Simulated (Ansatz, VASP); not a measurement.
## Two plane-wave programs on Al

The input INCAR:

```
ALGO = Fast
EDIFF = 1E-7
ENCUT = 520
GGA = PS
ISIF = 2
ISMEAR = 0
LASPH = T
LCHARG = F
LREAL = F
LWAVE = F
NBANDS = 8
NELM = 100
PREC = Accurate
SIGMA = 0.15
```

The input KPOINTS:

```
k-points
0
Gamma
  24 24 24
```

POSCAR

```
Al
1.0
   -1.7286152379      1.7286152379      1.3483198855
    1.7286152379     -1.7286152379      1.3483198855
    1.7286152379      1.7286152379     -1.3483198855
Al
1
Direct
    0.0000000000      0.0000000000      0.0000000000
```

Input for Ansatz:

```yaml
crystal:
  lattice:
    - [-1.7286152379, 1.7286152379, 1.3483198855]
    - [1.7286152379, -1.7286152379, 1.3483198855]
    - [1.7286152379, 1.7286152379, -1.3483198855]
  atoms:
    - { symbol: Al, position: [0.0, 0.0, 0.0] }
basis:
  ecutwfc: 420
kpoints:
  mp_grid: { grid: [24, 24, 24] }
hamiltonian:
  xc: pbesol
scf:
  occupations: { method: gaussian, width: 0.15 }
output:
  forces: true
  stress: true
  eigenvalues: true
```

Alike in both runs: task single point; functional PBEsol; k mesh 24 × 24 × 24; occupations gaussian, width 0.15 eV; no spin polarisation.

|  | VASP | Ansatz |
| --- | --- | --- |
| version | VASP 6.6.1 | Ansatz 0.2.0 |
| potentials or method | VASP PAW PBE potentials, release 64 (Al) | scalar-relativistic, plane waves, PAW |
| plane-wave cutoff (eV) | 520 | 420 |
| valence electrons in the cell | 3 | 3 |

Ansatz gave:

```
gap on the k mesh at the Fermi level (eV)       : none
pressure (GPa)                                  : 3.3
largest component of the traceless stress (GPa) : 2.34
```

What did VASP give for the same quantities?

gap on the k mesh at the Fermi level (eV): none; pressure (GPa): 3.4; largest component of the traceless stress (GPa): 2.36.

A gap of «none» marks a metal or a gap that the smearing closes. The functional is the same, so the differences come from potentials, cutoffs and numerics.

Caveats: the PAW data sets were made with another functional, which shifts forces and pressure a little (VASP).
